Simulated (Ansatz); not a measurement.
# ZrC (P6_3/mmc) in Ansatz: convergence with wavefunction cutoff

Aim: find how far wavefunction cutoff must go before the results for ZrC settle, at r2SCAN+U. This setting moves, with any that are tied to it; all else stays.

Everything below comes from runs of Ansatz 0.2.0. Logs are shortened: lines on timing, memory, paths and dates and some standing lists are left out, and cuts for length are marked.

**1. The structure**

It takes space group P6_3/mmc (No. 194, hexagonal). The conventional cell has a = 3.391 Å, b = 3.391 Å, c = 5.290 Å, α = 90.00°, β = 90.00°, γ = 120.00°. Zr (site symmetry -6m2) has 6 C at 2.36 Å as nearest neighbours. C (site symmetry -3m) has 6 Zr at 2.36 Å and 2 C at 2.65 Å as nearest neighbours.

The cell comes from a database or a generator and needn't be the stable form of this composition.

**2. With wavefunction cutoff 200 eV**

input.yaml

```yaml
crystal:
  lattice:
    - [3.3914762718, 0.0, 0.0]
    - [-1.6957381359, 2.9371046077, 0.0]
    - [0.0, 0.0, 5.290053]
  atoms:
    - { symbol: Zr, position: [0.6666666667, 0.3333333333, 0.75] }
    - { symbol: Zr, position: [0.3333333333, 0.6666666667, 0.25] }
    - { symbol: C, position: [0.0, 0.0, 0.5] }
    - { symbol: C, position: [0.0, 0.0, 0.0] }
hamiltonian:
  xc: r2scan
  pseudopotentials: { kind: paw_fr }
  hubbard: { sites: [{ species: Zr, l: d, u_eff: 5.3 }] }
magnetization:
  noncollinear: true
  spin_orbit: true
kpoints:
  mp_grid: { grid: [8, 8, 4] }
scf:
  occupations: { method: cold, width: 0.1 }
output:
  forces: true
  stress: true
  eigenvalues: true
basis:
  ecutwfc: "200 eV"
```

Potentials or basis: Ansatz PAW.

Launch:

```
> ansatz run input.yaml --threads 2 --pin off --max-ram 5632MiB --backend cpu --events-out ev --progress --plain --runs-dir out
```

The log of the run:

```text
Warning: basis.ecutwfc = 200 eV is below the records' recommended 500 eV, and the density's cutoff is lower with it unless basis.ecutrho_ratio is high enough to keep the records' density cutoff: compare with a run at a higher cutoff
Warning: RAYON_NUM_THREADS=2 ignored (pool sized by the plan → 2); use --threads N
Zr: projections on atomic orbitals take those of the free atom [Ar 3d10] 4s2 4p6 4d2 5s2, of charge +0.00 (hamiltonian.pseudopotentials.projection_atoms); the dataset's partial waves leave at most 1.5e-8 of an orbital's norm unspanned inside its sphere
C: projections on atomic orbitals take those of the free atom [He] 2s2 2p2, of charge +0.00 (hamiltonian.pseudopotentials.projection_atoms); the dataset's partial waves leave at most 1.6e-13 of an orbital's norm unspanned inside its sphere
Engine: ansatz 0.2.0, aarch64-unknown-linux-gnu
Pseudopotentials: kind: paw_fr
Pseudopotential: Zr, paw_fr, valence charge 12, recommended cutoff 500 eV (meta_gga), Zr.paw.azcp#standard-fr
Pseudopotential: C, paw_fr, valence charge 4, recommended cutoff 500 eV (meta_gga), C.paw.azcp#standard-fr
Functional definition: r2SCAN
  parameter k0 = 0.174
  parameter k1 = 0.065
  parameter a1 = 4.9479
  exchange = r2scan_x(k0 = k0, k1 = k1, a1 = a1)
  correlation = r2scan_c
[... 61 lines left out ...]
  E_ewald      = -2552.342236
  E_core_change = -0.379485  (= ΣΔE_core)
  E_smearing   = -0.005267  (= −TS)
  E_closure    = 0.000000  (closes the sum)
  Σ components = -8870.663510   (vs F -8870.663510, Δ=0.00e0)
--- Hubbard shell moments (per corrected site; Tr N, ν in electrons; μ in μ_B) ---
  shell 0: Tr N=2.6718  μ_S=(+0.0000, +0.0000, +0.0000)  μ_L=(-0.0000, +0.0000, +0.0000)  μ=(-0.0000, +0.0000, +0.0000)  ν=0.0104 (axis n/a)
  shell 1: Tr N=2.6718  μ_S=(-0.0000, +0.0000, -0.0000)  μ_L=(+0.0000, -0.0000, +0.0000)  μ=(+0.0000, -0.0000, -0.0000)  ν=0.0104 (axis n/a)
--- Forces (eV/Å), atoms counted from 1 ---
  atom   1  Zr    -0.00000000    -0.00000000    -0.00000000
  atom   2  Zr    -0.00000000     0.00000000     0.00000000
  atom   3  C      0.00000000    -0.00000000     0.00000000
  atom   4  C      0.00000000     0.00000000     0.00000000
  max |Σ_I F_I| component: 2.78e-17 eV/Å
--- Stress (GPa, compression-positive) ---
       -5.062829       0.000000      -0.000000
        0.000000      -5.062829      -0.000000
       -0.000000      -0.000000       5.116932
  P = ⅓ Tr σ = -1.6696 GPa (-16.696 kbar)
--- Band table (eV; the first three rows and the last of 30) ---
  k-point 0: bands = ["-35.8027", "-35.8027", "-35.6533", "-35.6533", "-14.1857", "-14.1857", "-13.8624", "-13.8624", "-12.5773", "-12.5773", "-12.1469", "-12.1469", "-12.1011", "-12.1011", "-12.0292", "-12.0292", "2.5373", "2.5373", "6.3307", "6.3307", "9.6434", "9.6434", "12.9892", "12.9892", "13.0176", "13.0176", "14.6717", "14.6717", "14.6923", "14.6923", "17.4606", "17.4606", "17.5101", "17.5101", "17.6709", "17.6709", "17.6888", "17.6888", "17.7479", "17.7479"]
  k-point 1: bands = ["-35.7912", "-35.7912", "-35.6886", "-35.6886", "-14.1778", "-14.1778", "-13.9438", "-13.9438", "-12.5586", "-12.5586", "-12.1858", "-12.1858", "-12.1769", "-12.1769", "-12.1378", "-12.1378", "2.9209", "2.9209", "5.4100", "5.4100", "10.8487", "10.8487", "12.9997", "12.9997", "13.0271", "13.0271", "14.0172", "14.0172", "14.0214", "14.0214", "15.6519", "15.6519", "18.1869", "18.1869", "18.2411", "18.2411", "18.5116", "18.5116", "18.6051", "18.6051"]
  k-point 2: bands = ["-35.7434", "-35.7434", "-35.7434", "-35.7434", "-14.0634", "-14.0634", "-14.0634", "-14.0634", "-12.3934", "-12.3934", "-12.3934", "-12.3934", "-12.1673", "-12.1673", "-12.1673", "-12.1673", "3.9802", "3.9802", "3.9802", "3.9802", "13.1013", "13.1013", "13.1013", "13.1013", "13.3279", "13.3279", "13.3279", "13.3279", "13.3494", "13.3494", "13.3494", "13.3494", "19.4657", "19.4657", "19.4657", "19.4657", "19.4833", "19.4833", "19.4833", "19.4833"]
  k-point 29: bands = ["-35.6819", "-35.6819", "-35.6816", "-35.6816", "-14.2347", "-14.2347", "-14.2072", "-14.2072", "-12.6642", "-12.6642", "-12.5859", "-12.5859", "-12.3427", "-12.3427", "-12.2218", "-12.2218", "5.0860", "5.0860", "5.1481", "5.1481", "11.1512", "11.1512", "11.1658", "11.1658", "13.4589", "13.4589", "13.4987", "13.4987", "13.5502", "13.5502", "13.6174", "13.6174", "17.8019", "17.8019", "17.8972", "17.8972", "19.8005", "19.8005", "19.8189", "19.8189"]
Occupation matrices written to <dir>
```

occupation_matrices:

```text
# The occupation matrices of the corrected shells as a run of Ansatz 0.0.0 ended. An entry of
[... 48 lines left out ...]
      - [[1.0376153603865179e-20, 8.155017724519129e-20], [2.964615315390051e-20, -0.0018179530039609524], [-0.0018179530039609524, -4.9692856819247945e-20], [-5.685708658444491e-20, 2.420001796425979e-19], [1.6940658945086007e-21, -4.235164736271502e-21], [-1.7346426629759152e-18, 9.083523868806162e-19], [-1.33083799072831e-17, 9.784338352659331e-20], [-2.0220535940200686e-19, -1.0736172793118582e-19], [-2.1683868317955254e-18, 0.0032082574802828976], [0.2546626187985184, 8.46355932592047e-37]]
```

Run time: 9.1 s. Hardware: 2 threads of Arm Neoverse V2, shared host; peak memory 0.48 GiB.

Results:

* Free energy: -8870.6635 eV
* Pressure: -1.7 GPa
* Band gap on the k mesh: none (metal or under the smearing width)

**3. With wavefunction cutoff 250 eV**

input.yaml: that of step 2 with these lines changed.

```diff
@@ -26,2 +26,2 @@
 basis:
-  ecutwfc: "200 eV"
+  ecutwfc: "250 eV"
```

Potentials or basis: Ansatz PAW.

Launch:

```
> ansatz run input.yaml --threads 2 --pin off --max-ram 5632MiB --backend cpu --events-out ev --progress --plain --runs-dir out
```

Run time: 11 s. Hardware: 2 threads of Arm Neoverse V2, shared host; peak memory 0.53 GiB.

Results:

```yaml
Free_energy: -8874.6470 eV
Pressure: 7.8 GPa
Band_gap_on_the_k_mesh: none (metal or under the smearing width)
```

**4. With wavefunction cutoff 300 eV**

input.yaml: that of step 3 with these lines changed.

```diff
@@ -26,2 +26,2 @@
 basis:
-  ecutwfc: "250 eV"
+  ecutwfc: "300 eV"
```

Launch:

```
> ansatz run input.yaml --threads 2 --pin off --max-ram 5632MiB --backend cpu --events-out ev --progress --plain --runs-dir out
```

Run time: 14 s. Hardware: 2 threads of Arm Neoverse V2, shared host; peak memory 0.57 GiB.

Results:

```yaml
Free_energy: -8875.7196 eV
Pressure: 5.6 GPa
Band_gap_on_the_k_mesh: none (metal or under the smearing width)
```

**5. With wavefunction cutoff 350 eV**

input.yaml: that of step 4 with these lines changed.

```diff
@@ -26,2 +26,2 @@
 basis:
-  ecutwfc: "300 eV"
+  ecutwfc: "350 eV"
```

Launch:

```
> ansatz run input.yaml --threads 2 --pin off --max-ram 5632MiB --backend cpu --events-out ev --progress --plain --runs-dir out
```

It took 18 s on 2 threads of Arm Neoverse V2, shared host; peak memory 0.65 GiB.

What came out:

```
Free energy            : -8875.9508 eV
Pressure               : 4.9 GPa
Band gap on the k mesh : none (metal or under the smearing width)
```

**6. With wavefunction cutoff 400 eV**

input.yaml: that of step 5 with these lines changed.

```diff
@@ -26,2 +26,2 @@
 basis:
-  ecutwfc: "350 eV"
+  ecutwfc: "400 eV"
```

Potentials or basis: Ansatz PAW.

Launch:

```
> ansatz run input.yaml --threads 2 --pin off --max-ram 5632MiB --backend cpu --events-out ev --progress --plain --runs-dir out
```

Run time: 19 s. Hardware: 2 threads of Arm Neoverse V2, shared host; peak memory 0.68 GiB.

It converged, with:

```yaml
Free_energy: -8875.9995 eV
Pressure: 4.8 GPa
Band_gap_on_the_k_mesh: none (metal or under the smearing width)
```

**7. With wavefunction cutoff 450 eV**

input.yaml: that of step 6 with these lines changed.

```diff
@@ -26,2 +26,2 @@
 basis:
-  ecutwfc: "400 eV"
+  ecutwfc: "450 eV"
```

Launch:

```
> ansatz run input.yaml --threads 2 --pin off --max-ram 5632MiB --backend cpu --events-out ev --progress --plain --runs-dir out
```

Wall time 24 s (2 threads of Arm Neoverse V2, shared host); peak memory 0.72 GiB.

Results (log left out):

- Free energy: -8876.0126 eV
- Pressure: 4.8 GPa
- Band gap on the k mesh: none (metal or under the smearing width)

**8. With wavefunction cutoff 500 eV**

input.yaml: that of step 7 with these lines changed.

```diff
@@ -26,2 +26,2 @@
 basis:
-  ecutwfc: "450 eV"
+  ecutwfc: "500 eV"
```

Launch:

```
> ansatz run input.yaml --threads 2 --pin off --max-ram 5632MiB --backend cpu --events-out ev --progress --plain --runs-dir out
```

Wall time 27 s (2 threads of Arm Neoverse V2, shared host); peak memory 0.77 GiB.

Results (log left out):

| Property | Result |
| --- | --- |
| Free energy | -8876.0178 eV |
| Pressure | 4.9 GPa |
| Band gap on the k mesh | none (metal or under the smearing width) |

**9. With wavefunction cutoff 600 eV**

input.yaml: that of step 8 with these lines changed.

```diff
@@ -26,2 +26,2 @@
 basis:
-  ecutwfc: "500 eV"
+  ecutwfc: "600 eV"
```

Potentials or basis: Ansatz PAW.

Launch:

```
> ansatz run input.yaml --threads 2 --pin off --max-ram 5632MiB --backend cpu --events-out ev --progress --plain --runs-dir out
```

It took 31 s on 2 threads of Arm Neoverse V2, shared host; peak memory 0.94 GiB.

It converged, with:

```
Free energy            : -8876.0245 eV
Pressure               : 4.9 GPa
Band gap on the k mesh : none (metal or under the smearing width)
```

**10. With wavefunction cutoff 800 eV**

input.yaml: that of step 9 with these lines changed.

```diff
@@ -26,2 +26,2 @@
 basis:
-  ecutwfc: "600 eV"
+  ecutwfc: "800 eV"
```

Launch:

```
> ansatz run input.yaml --threads 2 --pin off --max-ram 5632MiB --backend cpu --events-out ev --progress --plain --runs-dir out
```

Run time: 48 s. Hardware: 2 threads of Arm Neoverse V2, shared host; peak memory 1.2 GiB.

It converged, with:

```
Free energy            : -8876.0311 eV
Pressure               : 4.9 GPa
Band gap on the k mesh : none (metal or under the smearing width)
```

**11. Result**

| wavefunction cutoff | energy less the tightest run, at zero smearing (meV/atom) | pressure (GPa) | SCF cycles | CPU time (s) | peak memory (GiB) |
| --- | --- | --- | --- | --- | --- |
| 200 eV | 1341.93 | -1.67 | 9 | 18 | 0.48 |
| 250 eV | 346.03 | 7.76 | 9 | 22 | 0.53 |
| 300 eV | 77.88 | 5.64 | 9 | 28 | 0.57 |
| 350 eV | 20.08 | 4.94 | 9 | 35 | 0.65 |
| 400 eV | 7.91 | 4.83 | 9 | 38 | 0.68 |
| 450 eV | 4.62 | 4.85 | 9 | 47 | 0.72 |
| 500 eV | 3.34 | 4.86 | 9 | 53 | 0.77 |
| 600 eV | 1.65 | 4.85 | 9 | 61 | 0.94 |
| 800 eV | 0.00 | 4.85 | 9 | 96 | 1.2 |

Against the tightest run, the pressure stays within 0.1 GPa from 350 eV on. Not settled before the last step: the energy (to 1 meV/atom). The tightest run that finished is the yardstick and may itself not be fully converged.

Caveats: U without spin polarisation on a metal has little footing; the PAW data sets come from PBE, with cores solved anew for the run's functional, which leaves a small shift of forces and pressure; the U is typed as a test and isn't derived for this compound.
